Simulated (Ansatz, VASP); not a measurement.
Hf in VASP and in Ansatz

```
Hf
1.0
     3.15349    0.00000    0.00000
    -1.57675    2.73101    0.00000
     0.00000    0.00000    4.98944
Hf
2
Direct
  0.33333 0.66667 0.25000
  0.66667 0.33333 0.75000
```

Change from the starting cell: volume scaled by 0.96, crystal datasets.

Alike in both runs: task electric field gradients; functional PBEsol; k mesh 13 × 13 × 7; occupations fermi-dirac, width 0.05 eV; no spin polarisation.

```csv
,VASP,Ansatz
version,VASP 6.6.1,Ansatz 0.2.0
potentials or method,"VASP PAW PBE potentials, release 64 (Hf_pv), cutoff 520 eV","all-electron PAW with datasets made for the crystal, scalar-relativistic"
```

Ansatz gave:

- pressure (GPa): 0.7
- largest component of the traceless stress (GPa): 0.08
- Vzz of the field gradient on the site that differs most (V/Å²): 100.4

**Question.** Which values does VASP return?

**Answer.** Pressure (GPa): 0.3; largest component of the traceless stress (GPa): 0.01; Vzz of the field gradient on the site that differs most (V/Å²): 91.0.

Ansatz ran all-electron here, so the differences hold the error of VASP's frozen core and of both bases. Ansatz warned: «gradients_without_spin_orbit».

Caveats: the PAW data sets were made with another functional, which shifts forces and pressure a little (VASP). The runs have no spin-orbit coupling, so splittings on Hf are missing.
